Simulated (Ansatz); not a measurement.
SrTiO3: a vibration from a frozen displacement

The calculation used DFT PBE, scalar-relativistic, plane waves, PAW in Ansatz 0.2.0. The runs took a 420 eV cutoff, a Γ-centred 8×8×8 mesh and Gaussian smearing (0.05 eV). No spin polarisation. Energies are free energies at this smearing, counted from the undisturbed cell; pressure is positive in compression.

The starting cell (relaxed at this level; it needn't be the usual structure):

```
Sr Ti O
1.0
     3.93640    0.00000    0.00000
     0.00000    3.93640    0.00000
     0.00000    0.00000    3.93640
Sr Ti O
1 1 3
Direct
  0.00000 0.00000 0.00000
  0.50000 0.50000 0.50000
  0.00000 0.50000 0.50000
  0.50000 0.00000 0.50000
  0.50000 0.50000 0.00000
```

Every Sr atom is moved by x along the Cartesian unit vector (0.000, -0.707, -0.707); the cell and all other atoms stay fixed. The cell's volume is 61.00 Å³; the moved atoms weigh 87.620 u together and the others 95.864 u. Some rows repeat others by symmetry and weren't run.

| x (Å) | ΔE (meV/cell) | total force on the moved atoms along the move (eV/Å) | pressure (GPa) |
| --- | --- | --- | --- |
| -0.2000 | 68.82 | 0.7273 | 0.9017 |
| -0.1750 | 51.99 | 0.6203 | 0.6891 |
| -0.1500 | 37.75 | 0.5197 | 0.5063 |
| -0.1250 | 25.95 | 0.4247 | 0.3528 |
| -0.1000 | 16.47 | 0.3343 | 0.2280 |
| -0.0750 | 9.21 | 0.2475 | 0.1313 |
| -0.0500 | 4.07 | 0.1635 | 0.0626 |
| -0.0250 | 1.02 | 0.0813 | 0.0214 |
| 0.0000 | 0.00 | 0.0000 | 0.0077 |
| 0.0250 | 1.02 | -0.0813 | 0.0214 |
| 0.0500 | 4.07 | -0.1635 | 0.0626 |
| 0.0750 | 9.21 | -0.2475 | 0.1313 |
| 0.1000 | 16.47 | -0.3343 | 0.2280 |
| 0.1250 | 25.95 | -0.4247 | 0.3528 |
| 0.1500 | 37.75 | -0.5197 | 0.5063 |
| 0.1750 | 51.99 | -0.6203 | 0.6891 |
| 0.2000 | 68.82 | -0.7273 | 0.9017 |

Q: What frequency belongs to this motion?

A: The force constant is k = −dF/dx = 3.253 eV/Å², from the parabola through x = -0.0250, 0 and 0.0250. In every cell the moved atoms swing against the rest, so the mass is μ = m₁m₂/(m₁ + m₂) = 45.778 u, and ν̃ = 521.5 cm⁻¹ × √(|k|/μ) = 139 cm⁻¹. The pattern needn't be a normal mode: ν̃² is then a weighted mean of the squared nonzero frequencies at the zone centre of this cell, taken without macroscopic field, so it lies between the lowest and the highest of them.

Q: How far does the harmonic law reach?

A: At x = -0.200 Å, kx²/2 = 65.05 meV against the computed 68.82 meV (+5.8 %): the well is still close to harmonic there.

Q: The pressure changes with x². What does that say about the frequency under compression?

A: With E = k(V)x²/2, k ∝ V^(−2γ) and x scaling with the cell as V^(1/3), P − P0 = −∂E/∂V = (2γ − 2/3) ΔE/V. At x = 0.0500 Å, V(P − P0) = 61.00 × 0.05489 / 160.2 eV = 20.90 meV and ΔE = 4.07 meV, so γ = 1/3 + V(P − P0)/(2ΔE) = 2.90. This is the Grüneisen parameter of the motion under uniform scaling of the cell: shrinking the cell evenly by 1 % in volume raises the frequency by about 2.90 %.

Many cubic perovskites lower their energy by tilts or polar distortions; a scan of this one displacement doesn't rule them out.

Cost: 9 runs of about 2.1 core-minutes in all, on Intel Xeon Platinum 8259CL (Skylake/Cascade Lake) (shared hosts).

Strontium sits in a stable, almost parabolic well when it moves against a rigid TiO3 framework. The displacement points straight at a neighbouring oxygen, so the restoring force probably comes mainly from closed-shell Sr–O repulsion, partly offset by the electrostatic forces that favour off-centring. The steep rise of that repulsion at short distance also accounts for the slight stiffening at large amplitude and, as the balance shifts under compression, for the sizeable Grüneisen parameter of 2.90. Since PBE tends to overestimate the lattice constant of SrTiO3, the 139 cm⁻¹ is probably somewhat low on that account.

The motion says little about the soft polar mode for which this material is known. That mode involves mainly Ti and O moving against each other, helped by Ti 3d–O 2p hybridisation, whereas here the Ti–O distances stay fixed. Cubic symmetry makes the harmonic force constant the same for every direction of Sr displacement, but the anharmonic stiffening found here need not carry over to directions that point between the oxygens.
